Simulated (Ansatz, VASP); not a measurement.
**TiB2 in VASP and in Ansatz**

INCAR

```
SYSTEM = TiB2
PREC = Accurate
ENCUT = 520
EDIFF = 1E-7
ISMEAR = 0
SIGMA = 0.15
LREAL = .False.
LASPH = .True.
NELM = 80
ALGO = Normal
ISIF = 2
LWAVE = .False.
LCHARG = .False.
GGA = PE
NBANDS = 16
```

KPOINTS

```
Automatic mesh
0
Gamma
  18 18 14
  0 0 0
```

File POSCAR:

```
TiB2
1.0
    3.0924409500      0.0000000000      0.0000000000
   -1.5462204750      2.6781324224      0.0000000000
    0.0000000000      0.0000000000      3.2242295241
Ti B
1 2
Direct
    0.0000000000      0.0000000000      0.0000000000
    0.3333333333      0.6666666667      0.5000000000
    0.6666666667      0.3333333333      0.5000000000
```

Input for Ansatz:

```yaml
crystal:
  lattice:
    - [3.09244095, 0.0, 0.0]
    - [-1.546220475, 2.6781324224, 0.0]
    - [0.0, 0.0, 3.2242295241]
  atoms:
    - { symbol: Ti, position: [0.0, 0.0, 0.0] }
    - { symbol: B, position: [0.3333333333, 0.6666666667, 0.5] }
    - { symbol: B, position: [0.6666666667, 0.3333333333, 0.5] }
basis:
  ecutwfc: 420
kpoints:
  mp_grid: { grid: [18, 18, 14] }
hamiltonian:
  xc: pbe
scf:
  occupations: { method: gaussian, width: 0.15 }
output:
  forces: true
  stress: true
  eigenvalues: true
  write_density: true
  write_potential: true
  elf: true
  volumetric_format: npy
```

Change from the starting cell: strain +0.0200 x Voigt [1, 1, 0, 0, 0, 0], atoms carried along.

Alike in both runs: task single point; functional PBE; k mesh 18 × 18 × 14; occupations gaussian, width 0.15 eV; no spin polarisation.

|  | VASP | Ansatz |
| --- | --- | --- |
| version | VASP 6.6.1 | Ansatz 0.2.0 |
| potentials or method | VASP PAW PBE potentials, release 64 (Ti_sv, B) | scalar-relativistic, plane waves, PAW |
| plane-wave cutoff (eV) | 520 | 420 |
| valence electrons in the cell | 18 | 18 |

VASP gave:

```
gap on the k mesh at the Fermi level (eV)       : none
pressure (GPa)                                  : -9.8
largest component of the traceless stress (GPa) : 6.28
```

Question: Which values does Ansatz return?

Answer: gap on the k mesh at the Fermi level (eV): none; pressure (GPa): -10.0; largest component of the traceless stress (GPa): 6.26.

A gap of «none» marks a metal or a gap that the smearing closes.
